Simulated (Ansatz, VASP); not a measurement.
# Two plane-wave programs on Ni

```xyz
1
Lattice="0.0000 1.7592 1.7592 1.7592 0.0000 1.7592 1.7592 1.7592 0.0000" Properties=species:S:1:pos:R:3 pbc="T T T"
Ni    0.0000    0.0000    0.0000
```

Alike in both runs: functional PBE; k mesh 20 × 20 × 20; occupations gaussian, width 0.1 eV; collinear spin.

Ansatz relaxed the structure, and its values are those at the end. VASP's run is a single point on that final structure, the one shown.

```csv
,VASP,Ansatz
version,VASP 6.6.1,Ansatz 0.2.0
potentials or method,"VASP PAW PBE potentials, release 64 (Ni)","scalar-relativistic, plane waves, PAW"
plane-wave cutoff (eV),520,420
valence electrons in the cell,10,18
```

|  | VASP | Ansatz | Ansatz less VASP |
| --- | --- | --- | --- |
| gap on the k mesh at the Fermi level (eV) | none | none | - |
| pressure (GPa) | 0.0 | 0.0 | +0.01 |
| net moment per atom (μB) | 0.63 | 0.64 | +0.011 |
| size of the moment on the site where the two differ most (μB) | 0.64 | 0.68 | +0.037 |

Site moments also hang on the region over which each program counts them. A gap of «none» marks a metal or a gap that the smearing closes. The functional is the same, so the differences come from potentials, cutoffs and numerics. The two sets of potentials don't hold the same shells in valence.
